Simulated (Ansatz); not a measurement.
Base system: a 16-atom supercell of InCuS2 in the chalcopyrite structure (space group I-42d, No. 122; a = 5.483 Å, c = 11.044 Å) at its relaxed geometry.

Level of theory: Ansatz (a program for electronic structure) PBEsol, no spin-orbit coupling.

Base values:

```
Property    Value
--------  -------
Pressure  0.0 GPa
```

One thing is altered: a neutral H interstitial (started 2.20 Å from the nearest host atom), atoms relaxed at fixed cell, starting from a slightly rattled geometry.

**Question.** What happens to the pressure, largest displacement of a host atom from its site in the perfect cell and final site of the added atom?

**Answer.** The pressure goes from zero to 0.6 GPa; the largest displacement of a host atom from its site in the perfect cell is 0.58 Å; the final site of the added atom amounts to 2 Cu at 1.70–1.72 Å (bent).

The cell is small, so the values are those of an ordered compound at a high defect concentration; dilute-limit values will differ. A case with no gap was solved on a k-mesh chosen for an insulator, which is coarse for it. The final runs are not spin-polarised. The defect cell is not spin-polarised.
